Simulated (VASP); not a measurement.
**Br under changes of volume**

One of the cells (29.577 Å³/atom); the others are scaled copies at fixed shape and fractional positions:

```
Br
1.0
    -1.43292    1.43292    3.60121
     1.43292   -1.43292    3.60121
     1.43292    1.43292   -3.60121
Br
1
Direct
  0.00000 0.00000 0.00000
```

```yaml
Program: VASP 6.6.1
Functional: PBE
Potentials_or_basis: VASP PAW PBE potentials, release 64 (Br)
Cutoff: 520 eV
k_mesh: 13 × 13 × 13
Occupations: fermi-dirac, width 0.05 eV
Spin: no spin polarisation
```

```csv
volume (Å³/atom),energy over the lowest point (meV/atom),pressure (GPa)
27.257,34.45,4.2
27.837,21.14,3.2
28.417,11.42,2.2
29.577,?,?
30.157,0.00,0.0
30.737,1.05,-0.6
```

**Question.** What does the run at 29.577 Å³/atom give?

**Answer.** Energy over the lowest point 1.19 meV/atom; pressure 0.7 GPa.

Worked out: A Birch-Murnaghan fit of order 3 (a polynomial in V^(-2/3)) to the other rows has its minimum at 30.16 Å³/atom with B0 = V·E''(V) = 32 GPa and B' = 5.1 at fixed shape and positions, which overstates the stiffness. It gives 1.19 meV/atom at 29.577 Å³/atom, against the run's 1.19, and -dE/dV = 0.7 GPa, against 0.7.

Energies are extrapolated to zero smearing.

Caveats: an odd number of electrons without spin polarisation forces a metal; a magnetic or distorted state may lie lower.
